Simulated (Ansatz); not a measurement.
I need a phonon calculation by linear response of TePb, space group Fm-3m. Use the Ansatz DFT code, driven from Python. Level of theory: PBEsol, PAW, the default cutoff (420 eV here), 6×6×6 k-points, fixed occupations.

The script reads `tepb.extxyz`:
```text
2
Lattice="0.0 3.231 3.231 3.231 0.0 3.231 3.231 3.231 0.0" Properties=species:S:1:pos:R:3 pbc="T T T"
Te    3.23100000    3.23100000    3.23100000
Pb    0.00000000    0.00000000    0.00000000
```

`dfpt.py`
```python
"""DFPT phonons of TePb."""

from pathlib import Path

import ansatz as az
import numpy as np

config = {
    "functional": "pbesol",
    "occupations": "fixed",
    "scf_tol": 1e-10,
    "kmesh": (6, 6, 6),
}


def main() -> None:
    cell = az.Crystal.from_extxyz("tepb.extxyz")

    base = (
        cell.calculation()
        .functional(config["functional"])
        .pseudopotentials("paw")
        .occupations(config["occupations"])
        .scf(tolerance=config["scf_tol"])
        .kpoints(*config["kmesh"])
        .phonons("dfpt")
    )
    out = base.run(threads=1, runs_dir="runs")
    ph = out.phonons

    print("Gamma modes (1/cm):", " ".join(f"{w:.1f}" for w in ph.gamma_omega_inv_cm))
    print("in meV:", " ".join(f"{w * 0.1239842:.2f}" for w in ph.gamma_omega_inv_cm))


if __name__ == "__main__":
    main()
```

```console
$ python dfpt.py
DeckWarning: basis.ecutwfc = 420 eV, auto-derived from the records' recommended cutoffs: set by Te (normal level)
Gamma modes (1/cm): 0.0 0.0 0.0 28.8 28.8 28.8
in meV: 0.00 0.00 0.00 3.57 3.57 3.57
```
(Warnings from the package without file and line.)

Notes:
- The cell isn't relaxed first, so the values belong to this volume.
- Spin-orbit coupling, which matters for elements this heavy, is left out.
- No non-analytic term is added, so at the zone centre the longitudinal optical modes of a polar crystal aren't split off.
- The structure is a deposited one; some such entries were measured under pressure or heat, so a shift against it needn't be the functional's error alone.
- The structure is taken as given; imaginary modes can come from an unrelaxed or unstable start.
- Finished in 14 s on 1 thread of Arm Neoverse V1 (shared host), peak memory 0.54 GiB.
